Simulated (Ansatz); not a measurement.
Crystal: Mg.

```
Mg
1.0
     1.59269    0.91954    7.69988
    -1.59269    0.91954    7.69988
     0.00000   -1.83908    7.69988
Mg
3
Direct
  0.77806 0.77806 0.77806
  0.22194 0.22194 0.22194
  0.00000 0.00000 0.00000
```

This isn't the form of Mg at room conditions, which is hcp.

```yaml
Program: Ansatz 0.2.0
Task: single point
Functional: PBE
Potentials_or_basis: Ansatz PAW
Cutoff: "420 eV (not typed: the program's choice for these potentials)"
k_mesh: 10 × 10 × 10
Occupations: fermi-dirac, width 0.05 eV
Spin: no spin polarisation
```

On this cell: pressure 0.8 GPa; largest force 0.018 eV/Å; band gap on the k mesh none (metal or under the smearing width).

The same run follows on a disturbed copy (atoms moved at random, drawn with an rms of 0.05 Å):

```
Mg
1.0
     1.59269    0.91954    7.69988
    -1.59269    0.91954    7.69988
     0.00000   -1.83908    7.69988
Mg
3
Direct
  0.76548 0.79576 0.77567
  0.21149 0.22357 0.22483
  0.01119 0.99598 0.99435
```

Q: What changes?

A: The energy (extrapolated to zero smearing) moves by +3.2 meV/atom; pressure 0.8 GPa; largest force 0.230 eV/Å; band gap on the k mesh none (metal or under the smearing width).

Forces in eV/Å, atoms in the order of the input:
```
Mg   0.040 -0.005 -0.155
Mg   0.001  0.020  0.230
Mg  -0.041 -0.015 -0.075
```

Stress tensor (GPa, compression positive):
```
0.30 0.08 0.00
0.08 0.41 0.03
0.00 0.03 1.80
```
